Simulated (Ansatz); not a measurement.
# Ga at fixed geometry

The system is Ga, a known cell with an atom removed, added or exchanged. Wanted, at the geometry given: whether it is a metal or has a gap, how the charge is shared and how far the cell is from equilibrium.

All numbers below are computed with Ansatz 0.2.0 (DFT, r2SCAN, no spin polarisation, plane waves, PAW).

## (1) The cell

Cell: a = 4.317 Å, b = 4.426 Å, c = 3.889 Å, α = 91.34°, β = 92.42°, γ = 55.90°. Nearest neighbours (Å): Ga1: 2 Ga at 2.32 to 2.33; Ga2: 2 Ga at 2.32 to 2.33.

Its coordinates follow in the input file.

The run starts from a saved solution of this cell (checkpoint.read), perhaps found on another mesh.

## (2) Self-consistent run

File input.yaml:

```yaml
crystal:
  lattice:
    - [1.993284, 3.828484, -0.08843]
    - [-2.105149, 3.893069, -0.048424]
    - [-0.038297, -0.075636, 3.888558]
  atoms:
    - { symbol: Ga, position: [0.275485, 0.327692, 0.504773] }
    - { symbol: Ga, position: [0.623205, 0.695902, 0.48277] }
kpoints:
  mp_grid: { grid: [5, 5, 5], shift: [0.5, 0.0, 0.0] }
magnetization:
  spin_polarized: false
scf:
  occupations: { method: fermi_dirac }
  lower_state_search: "off"
  max_iter: 200
hamiltonian:
  pseudopotentials: { kind: paw }
  xc: r2scan
basis:
  ecutwfc: 500
  fft_grid_basis: typed
output:
  forces: true
  stress: true
  eigenvalues: true
  bader: true
  populations: true
  elf: true
  write_potential: true
  volumetric_format: npy
  dos:
    e_range: [-12, 8]
    de: 0.05
    projected: { site_lists: { Ga: [Ga] } }
checkpoint:
  read: saved_state
```

Q: Predict the outcome of this session. Wanted: largest force; pressure; character.

As calculated:

| quantity | value |
| --- | --- |
| largest force | 1.408 eV/Å on Ga |
| pressure | 0.6 GPa |
| character | metal |
| density of states, mean within 0.25 eV of the Fermi level | 1.3 per eV per cell |

What this shows: It is a metal; within 0.25 eV of the Fermi level the density of states averages 1.3 per eV per cell, mostly Ga p (93 %). The pressure of 0.6 GPa says the cell is too small, and unequal principal stresses would change its shape. The atoms are not at rest: the largest force, 1.41 eV/Å, acts on Ga.

Limits of this run: the k mesh is coarse for a cell without a gap.
